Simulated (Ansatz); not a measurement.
Clean, relaxed (100) surface of Ti, space group Fm-3m (No. 225) (top face towards +c; atoms held fixed, by place in the list: 1, 2):

```yaml
crystal:
  lattice:
    - [2.86791, 0.00000, 0.00000]
    - [0.00000, 2.86791, 0.00000]
    - [0.00000, 0.00000, 23.08376]
  atoms:
    - { symbol: Ti, position: [0.50000, 0.50000, 0.36822] }
    - { symbol: Ti, position: [0.00000, 0.00000, 0.45607] }
    - { symbol: Ti, position: [0.50000, 0.50000, 0.54829] }
    - { symbol: Ti, position: [0.00000, 0.00000, 0.62940] }
```

These are results of Ansatz 0.2.0, DFT PBEsol, scalar-relativistic, plane waves, PAW, not measurements. Cutoff 420 eV; k points 10×10×1 on the computed 4-atom cell (Γ-centred); Gaussian smearing, width 0.10 eV; no spin polarisation. The cell repeats along c with a dipole correction in the vacuum.

H (atom) is put at the top (Ti) at (0.00, 0.00) site, one adsorbate per 8.2 Å², and relaxed. The adsorption energy is E(slab + adsorbate) − E(slab) − E(free adsorbate, spin-polarised where open-shell). Heights count from the highest slab atom after relaxation. Bonded neighbours lie within 1.25 times the sum of covalent radii (1.35 for H) and, on that scale, within 12 % of the closest. With the adsorbate the cell is lengthened along c to keep the vacuum.

Task: How strongly does it bind, and where does its anchoring atom end?

Result: -1.90 eV; at (0.00, 0.00), 1 bonded neighbour (Ti).

Task: How high does its anchoring atom sit over the highest slab atom, and what is the shortest contact with the surface?

Result: 1.74 Å; H–Ti 1.74 Å.

Task: The clean face has a work function of 4.17 eV. How does the adsorbate change it?

Result: By +2.82 eV.

Each end is the local minimum or symmetric point that its start leads to. This isn't the usual crystal structure of Ti. The slab is only 6.1 Å thick, so the energies aren't converged with thickness.

The adsorbed runs have no spin polarisation, so weakly bound open-shell ends lie too high.